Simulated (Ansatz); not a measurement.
A run of Ansatz 0.2.0:

File input.yaml:

```yaml
crystal:
  lattice:
    - [0.0, 2.2239077028, 2.2239077028]
    - [2.2239077028, 0.0, 2.2239077028]
    - [2.2239077028, 2.2239077028, 0.0]
  atoms:
    - { symbol: Mn, position: [0.0, 0.0, 0.0], spin: 4.0 }
    - { symbol: O, position: [0.5, 0.5, 0.5] }
hamiltonian:
  xc: pbesol
  pseudopotentials: { kind: paw }
magnetization:
  spin_polarized: true
kpoints:
  mp_grid: { grid: [10, 10, 10] }
scf:
  occupations: { method: fermi_dirac, width: 0.05 }
output:
  forces: true
  stress: true
relax:
  f_tol: 0.01
  max_steps: 40
  cell: { stress_tol: 0.05 }
```

Potentials or basis: Ansatz PAW.

Launch:

```console
$ ansatz run input.yaml --threads 2 --pin off --max-ram 5632MiB --backend cpu --events-out ev --progress --plain --runs-dir out
```

Hardware: 2 threads of Intel(R) Xeon(R) Platinum 8259CL CPU @ 2.50GHz (Skylake/Cascade Lake) (shared host).

Task: Estimate the wall time of this run.

Result: Run time: 9.8 s on 2 threads of Intel(R) Xeon(R) Platinum 8259CL CPU @ 2.50GHz (Skylake/Cascade Lake), with other jobs on the host, peak memory 0.38 GiB. Counts: scf iterations 55, plane waves 411, k points 47, bands 17, ion steps 7.
